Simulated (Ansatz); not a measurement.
**Rutile RuO2**

The numbers are results of r²SCAN (Ansatz, a first-principles code, plane waves, PAW), not measurements.

Settings: plane-wave cutoff 500 eV, 10×10×12 k mesh (along the axes of the cell as run), Fermi–Dirac smearing 0.05 eV, magnetic order afm, spin-polarised with opposed moments, scalar-relativistic PAW data made under PBE.

Cell (relaxed at this level):

Space group P4₂/mnm (No. 136); a = 4.498 Å, b = 4.498 Å, c = 3.110 Å, α = 90.00°, β = 90.00°, γ = 90.00°

```csv
atom,site,symmetry,x,y,z
Ru,2a,m.mm,0.0000,0.0000,0.0000
O,4f,m.2m,0.3043,0.3043,0.0000
```

For rutile RuO2, the magnetic moment (largest site, within a sphere) comes out as 0.76 μB.

Note: the collinear magnetic order is the start's and need not be the measured one.

Moments are spin moments.

Static lattice: no zero-point or thermal effects.
